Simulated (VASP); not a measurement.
Input of a VASP 6.6.1 run:

INCAR

```
SYSTEM = Si
  PREC = Accurate
  ENCUT = 300
  EDIFF = 1E-7
  ISMEAR = -1
  SIGMA = 0.02
  LREAL = .FALSE.
  LASPH = .TRUE.
  NELM = 100
  ALGO = Normal
  ISIF = 2
  LWAVE = .FALSE.
  LCHARG = .FALSE.
  GGA = CA
  KPAR = 4
```

File KPOINTS:

```
Automatic mesh
0
G
  4 4 4
  0 0 0
```

The input POSCAR:

```
Si
1.0
    0.0000000000      2.7135600000      2.7135600000
    2.7135600000      0.0000000000      2.7135600000
    2.7135600000      2.7135600000      0.0000000000
Si
2
Direct
    0.7500000000      0.7500000000      0.7500000000
    0.5000000000      0.5000000000      0.5000000000
```

Potentials or basis: VASP PAW LDA potentials, release 64 (Si).

Command:

```sh
$ cat potpaw_LDA.64/Si/POTCAR > POTCAR
$ mpirun -np 4 vasp_std > vasp.out
```

Question: Predict the band gap on the k mesh.

Answer: 0.57 eV, indirect (least direct gap 2.51 eV).

Question: Predict the pressure.

Answer: -0.8 GPa.

Caveat: the k mesh is coarse (spacing up to 0.50 Å⁻¹), so the values aren't converged; the cutoff is under 1.25 times the usual one of these potentials, so pressure, stress and relaxed cells hold a basis-set (Pulay) error. A k mesh can miss the band edges.
